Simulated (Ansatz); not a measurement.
# Ge: the cost of one run

Program: Ansatz 0.2.0. Level of theory: DFT PBE, scalar-relativistic, plane waves, PAW. These are calculated values, not measurements.

## (1) The system as given

Symmetry: R32, No. 155, trigonal system. The conventional cell has a = 6.651 Å, b = 6.651 Å, c = 8.008 Å, α = 90.00°, β = 90.00°, γ = 120.00°. Around Ge (site symmetry 2) lie 8 Ge at 2.60 to 2.88 Å. Ge (site symmetry 3) is surrounded by 6 Ge at 2.60 to 2.63 Å.

Coordinates:

```
Ge
1.0
     3.32568    1.92008    2.66933
    -3.32568    1.92008    2.66933
     0.00000   -3.84017    2.66933
Ge
5
Direct
  0.50000 0.25000 0.75000
  0.75000 0.50000 0.25000
  0.25000 0.75000 0.50000
  0.25000 0.25000 0.25000
  0.75000 0.75000 0.75000
```

Recipe of the guess: one element on all sites of the Ni3Se2 type (R32, No. 155). Its size is a rough estimate.

## (2) A first look at the guess

Contents of input.yaml:

```yaml
crystal:
  lattice:
    - [3.32568066, 1.92008262, 2.66932733]
    - [-3.32568066, 1.92008262, 2.66932733]
    - [0.0, -3.84016524, 2.66932733]
  atoms:
    - { symbol: Ge, position: [0.5, 0.25, 0.75] }
    - { symbol: Ge, position: [0.75, 0.5, 0.25] }
    - { symbol: Ge, position: [0.25, 0.75, 0.5] }
    - { symbol: Ge, position: [0.25, 0.25, 0.25] }
    - { symbol: Ge, position: [0.75, 0.75, 0.75] }
basis:
  ecutwfc: 420
kpoints:
  mp_grid: { grid: [6, 6, 6] }
hamiltonian:
  xc: pbe
scf:
  occupations: { method: gaussian, width: 0.1 }
  lower_state_search: "off"
output:
  forces: true
  stress: true
  eigenvalues: true
```

Run with:

```
$ ansatz run input.yaml --threads 1 --pin off --max-ram 2560MiB --backend cpu --events-out ev --progress --plain --runs-dir out
```

**Question.** How long does this run take on 1 thread of Arm Neoverse V1, shared host, and how much memory does it need?

About 11 s, with a peak of 0.41 GiB.
